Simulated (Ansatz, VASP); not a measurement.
# One calculation of S, two programs

```xyz
1
Lattice="1.8650 1.0767 1.3702 -1.8650 1.0767 1.3702 0.0000 -2.1535 1.3702" Properties=species:S:1:pos:R:3 pbc="T T T"
S     0.0000    0.0000    0.0000
```

This isn't the form of S at room conditions, which is orthorhombic, of S8 rings.

Alike in both runs: functional PBEsol; k mesh 8 × 8 × 8; occupations methfessel-paxton of order 1, width 0.02 eV; no spin polarisation.

Ansatz relaxed the structure, and its values are those at the end. VASP's run is a single point on that final structure, the one shown.

|  | VASP | Ansatz |
| --- | --- | --- |
| version | VASP 6.6.1 | Ansatz 0.2.0 |
| potentials or method | VASP PAW PBE potentials, release 64 (S) | plane waves, PAW |
| plane-wave cutoff (eV) | 520 | 420 |
| valence electrons in the cell | 6 | 6 |

|  | VASP | Ansatz | Ansatz less VASP |
| --- | --- | --- | --- |
| pressure (GPa) | 0.1 | 0.0 | -0.12 |

Caveats: the PAW data sets were made with another functional, which shifts forces and pressure a little (VASP).
